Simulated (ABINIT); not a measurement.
Input of an ABINIT 10.8.3 (patched build) run:

The input run.abi:

```
# Pseudopotentials
pp_dirpath "./"
pseudos "Co.LDA_PW-JTH.xml, Ti.LDA_PW-JTH.xml"

# Structure
acell 3*1.0 Angstrom
rprim
     2.9861109900     0.0000000000     0.0000000000
     0.0000000000     2.9861109900     0.0000000000
     0.0000000000     0.0000000000     2.9861109900
ntypat 2
znucl 27 22
natom 2
typat 1 2
xred
     0.5000000000     0.5000000000     0.5000000000
     0.0000000000     0.0000000000     0.0000000000

# Plane-wave basis
ecut 20.0
pawecutdg 40.0

# k points
kptopt 1
ngkpt 7 7 7
nshiftk 1
shiftk 0.0 0.0 0.0

# Exchange and correlation
ixc 7

# Bands and occupations
nband 20
occopt 3
tsmear 0.05 eV

# Spin
nsppol 2
spinat
     0.0000000000     0.0000000000     2.0000000000
     0.0000000000     0.0000000000     1.0000000000

# SCF cycle
nstep 100
tolvrs 1.0e-9

# Output
iomode 3
prtwf 0
prtden 0
prteig 0
prtebands 0
```

Potentials or basis: JTH PAW LDA v2.0.

Launch:

```console
$ abinit run.abi > log 2>&1
```

(1) Predict the net moment.

(2) Estimate the site moments.

(3) What does it give for the band gap on the k mesh?

## Answers

(1) 0.68 μB per cell.

(2) Co +0.70; Ti -0.00 μB.

(3) none (metal or under the smearing width).

Caveat: small starting moments can end in a higher magnetic state in this program.
